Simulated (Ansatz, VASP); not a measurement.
# One calculation of Mg, two programs

INCAR

```
SYSTEM = Mg
PREC     = Accurate       ! precision mode
ENCUT    = 520            ! plane-wave cutoff, eV
EDIFF    = 1E-6           ! SCF threshold, eV
ISMEAR   = 0              ! smearing method
SIGMA    = 0.1            ! smearing width, eV
LREAL    = .FALSE.        ! projectors in reciprocal space
LASPH    = .TRUE.         ! aspherical terms in the spheres
NELM     = 100            ! most SCF steps
ALGO     = Normal         ! electronic algorithm
ISIF     = 2              ! what is computed and relaxed
LWAVE    = .FALSE.        ! write WAVECAR
LCHARG   = .TRUE.         ! write CHGCAR
LDIPOL   = .TRUE.       
IDIPOL   = 3            
DIPOL    = 0.5 0.5 0.337
LELF     = .TRUE.         ! ELF
LVHAR    = .TRUE.       
LVACPOTAV= .TRUE.       
NBANDS   = 12             ! bands
```

KPOINTS

```
Automatic mesh
0
G
  9 9 1
  0 0 0
```

File POSCAR:

```
Mg
1.0
    3.1466128692      0.0000000000      0.0000000000
   -1.5733064346      2.7250466806      0.0000000000
    0.0000000000      0.0000000000     23.0605951812
Mg
4
Direct
    0.6666666667      0.3333333333      0.1734560608
    0.3333333333      0.6666666667      0.2827092830
    0.6666666667      0.3333333333      0.3902185408
    0.3333333333      0.6666666667      0.5013138252
```

Input for Ansatz:

```yaml
crystal:
  lattice:
    - [3.1466128692, 0.0, 0.0]
    - [-1.5733064346, 2.7250466806, 0.0]
    - [0.0, 0.0, 23.0605951812]
  atoms:
    - { symbol: Mg, position: [0.6666666667, 0.3333333333, 0.1734560608] }
    - { symbol: Mg, position: [0.3333333333, 0.6666666667, 0.282709283] }
    - { symbol: Mg, position: [0.6666666667, 0.3333333333, 0.3902185408] }
    - { symbol: Mg, position: [0.3333333333, 0.6666666667, 0.5013138252] }
basis:
  ecutwfc: 420
kpoints:
  mp_grid: { grid: [9, 9, 1] }
hamiltonian:
  xc: lda
scf:
  occupations: { method: gaussian, width: 0.1 }
output:
  forces: true
  eigenvalues: true
efield:
  axis: 3
  dipole_correction: true
  ramp_width: 0.04
```

Alike in both runs: task single point; functional LDA; k mesh 9 × 9 × 1; occupations gaussian, width 0.1 eV; no spin polarisation.

|  | VASP | Ansatz |
| --- | --- | --- |
| version | VASP 6.6.1 | Ansatz 0.2.0 |
| potentials or method | VASP PAW LDA potentials, release 64 (Mg) | scalar-relativistic, plane waves, PAW |
| plane-wave cutoff (eV) | 520 | 420 |
| valence electrons in the cell | 8 | 40 |

|  | VASP | Ansatz | Ansatz less VASP |
| --- | --- | --- | --- |
| gap on the k mesh at the Fermi level (eV) | none | none | - |
| rms of the force components (eV/Å) | 0.025 | 0.029 | +0.0036 |
| work function, face that differs most (eV) | 3.97 | 3.95 | -0.017 |

Atom by atom the forces differ by 0.007 eV/Å (rms over components). A gap of «none» marks a metal or a gap that the smearing closes. The two sets of potentials don't hold the same shells in valence.
